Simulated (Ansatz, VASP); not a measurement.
Given: the input of a run of VASP 6.6.1 on Al.

Contents of INCAR:

```
PREC = Accurate ; ENCUT = 520
EDIFF = 1E-7 ; ISMEAR = -1
SIGMA = 0.05 ; LREAL = False
LASPH = True ; NELM = 80
ALGO = Normal ; ISIF = 2
LWAVE = False ; LCHARG = False
GGA = PS ; NBANDS = 10
```

KPOINTS

```
regular mesh
0
Gamma
  11 11 6
```

The input POSCAR:

```
Al
1.0
    2.7935792435      0.0000000000      0.0000000000
   -1.3967896217      2.4193105923      0.0000000000
    0.0000000000      0.0000000000      4.8341855930
Al
2
Direct
    0.3333333333      0.6666666667      0.2500000000
    0.6666666667      0.3333333333      0.7500000000
```

Potentials or basis: VASP PAW PBE potentials, release 64 (Al).

Run with:

```bash
$ cat potpaw_PBE.64/Al/POTCAR > POTCAR
$ mpirun -np 1 vasp_std > vasp.out
```

**Question.** Set up the same calculation for Ansatz 0.2.0. Potentials there: all-electron LAPW, scalar-relativistic.

**Answer.** As run (the cutoff follows the program's own potentials):

File input.yaml:

```yaml
crystal:
  lattice:
    - [2.7935792435, 0.0, 0.0]
    - [-1.3967896217, 2.4193105923, 0.0]
    - [0.0, 0.0, 4.834185593]
  atoms:
    - { symbol: Al, position: [0.3333333333, 0.6666666667, 0.25] }
    - { symbol: Al, position: [0.6666666667, 0.3333333333, 0.75] }
kpoints:
  mp_grid: { grid: [11, 11, 6] }
scf:
  occupations: { method: fermi_dirac, width: 0.05 }
hamiltonian:
  xc: pbesol
  pseudopotentials: { kind: all_electron, lapw: { basis_error: 0.0005 } }
output:
  forces: true
  stress: true
  eigenvalues: true
```

Potentials or basis: all-electron LAPW, scalar-relativistic.

Run with:

```console
$ ansatz run input.yaml --threads 1 --pin off --max-ram 3072MiB --backend cpu --events-out ev --progress --plain --runs-dir out
```

Both were run:

|  | VASP | Ansatz | Ansatz less VASP |
| --- | --- | --- | --- |
| gap on the k mesh at the Fermi level (eV) | none | none | - |
| pressure (GPa) | 0.3 | 0.2 | -0.06 |
| largest component of the traceless stress (GPa) | 3.45 | 3.42 | -0.032 |

A gap of «none» marks a metal or a gap that the smearing closes. Ansatz ran all-electron here, so the differences hold the error of VASP's frozen core and of both bases.

Caveats: the PAW data sets were made with another functional, which shifts forces and pressure a little (VASP).
